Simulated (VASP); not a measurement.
Set up this calculation in VASP 6.6.1, as the native input.

```yaml
Task: single point
Functional: PBE
Potentials_or_basis: VASP PAW PBE potentials, release 64 (Mn_pv, O)
Cutoff: 520 eV
k_mesh: 7 × 7 × 7
Occupations: gaussian, width 0.05 eV
Spin: non-collinear spin, random start
Starting_moments: "[[0.36, 1.799, -2.076], [0.0, 0.0, 0.0]] μB"
Hubbard_terms: Mn d U = 2 eV
Further_INCAR_settings: ALGO = Normal; EDIFF = 1e-06; NBANDS = 31
```

The structure of MnO lies in POSCAR:

```
MnO
1.0
    2.9694859100      0.0000000000      0.0000000000
   -1.4847429600      2.5716502300      0.0000000000
    0.0000000000      0.0000000000      2.8980711300
Mn O
1 1
Direct
    0.0000000000      0.0000000000      0.0000000000
    0.6666666667      0.3333333333      0.5000000000
```

Measurements of this composition are mostly on another form, of space group No. 225.

The input as run:

INCAR

```
SYSTEM = MnO
PREC = Accurate
ENCUT = 520
EDIFF = 1E-6
ISMEAR = 0
SIGMA = 0.05
LREAL = .FALSE.
LASPH = .TRUE.
NELM = 100
ALGO = Normal
ISIF = 2
LWAVE = .FALSE.
LCHARG = .TRUE.
LNONCOLLINEAR = .TRUE.
MAGMOM = 0.36 1.799 -2.076 0 0 0
LORBIT = 11
LMAXMIX = 4
LDAU = .TRUE.
LDAUTYPE = 2
LDAUL = 2 -1
LDAUU = 2 0
LDAUJ = 0 0
LDAUPRINT = 1
GGA = PE
LVHAR = .TRUE.
NBANDS = 31
```

KPOINTS

```
regular mesh
0
G
  7 7 7
  0 0 0
```

Potentials or basis: VASP PAW PBE potentials, release 64 (Mn_pv, O).

Launch:

```console
$ cat potpaw_PBE.64/Mn_pv/POTCAR potpaw_PBE.64/O/POTCAR > POTCAR
$ mpirun -np 1 vasp_ncl > vasp.out
```

Results of the run:

The pressure is 5.0 GPa. The band gap on the k mesh is none (metal or under the smearing width), the net moment is 5.00 μB per cell and the valence electrons inside the program's atomic spheres are Mn 11.34; O 4.99.

Caveat: a cell with one magnetic atom can't hold antiferromagnetic order, which such compounds often take.

Wall time 7.4 min on 1 thread of Intel(R) Xeon(R) Platinum 8488C (Sapphire Rapids) (shared host), peak memory 0.44 GiB.
